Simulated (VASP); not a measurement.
Crystal: ZnS (Wurtzite-2H).

```
Zn S
1.0
     3.81100    0.00000    0.00000
    -1.90550    3.30042    0.00000
     0.00000    0.00000    6.23400
Zn S
2 2
Direct
  0.66667 0.33333 0.50000
  0.33333 0.66667 0.00000
  0.66667 0.33333 0.88500
  0.33333 0.66667 0.38500
```

```yaml
Program: VASP 6.6.1
Task: relaxation of cell and atoms
Functional: PBE
Dispersion: MBD
Potentials_or_basis: VASP PAW PBE potentials, release 64 (Zn, S)
Cutoff: 600 eV
k_mesh: 8 × 8 × 5
Occupations: fermi-dirac, width 0.05 eV
Spin: no spin polarisation
```

At the start: pressure 0.7 GPa; volume 19.60 Å³/atom.

Where does the relaxation end?

Over 6 steps the energy falls by 5.7 meV/atom and the volume is 19.72 Å³/atom (+0.6 %); space group P6_3mc (No. 186, to 0.05 Å).

The path:
```csv
step,energy change (eV),largest force (eV/Å),pressure (GPa),volume (Å³)
1,0.0000,0.3208,0.65,78.41
2,-0.0168,0.0997,-0.38,79.32
3,-0.0168,0.0913,-0.40,79.35
4,-0.0199,0.0440,0.09,78.90
5,-0.0207,0.0074,0.38,78.58
6,-0.0227,0.0092,0.02,78.88
```

Final structure:
```xyz
4
Lattice="3.8165 0.0000 0.0000 -1.9083 3.3052 0.0000 0.0000 0.0000 6.2534" Properties=species:S:1:pos:R:3 pbc="T T T"
Zn    1.9083    1.1017    3.1591
Zn    0.0000    2.2035    0.0324
S     1.9083    1.1017    5.5019
S     0.0000    2.2035    2.3752
```
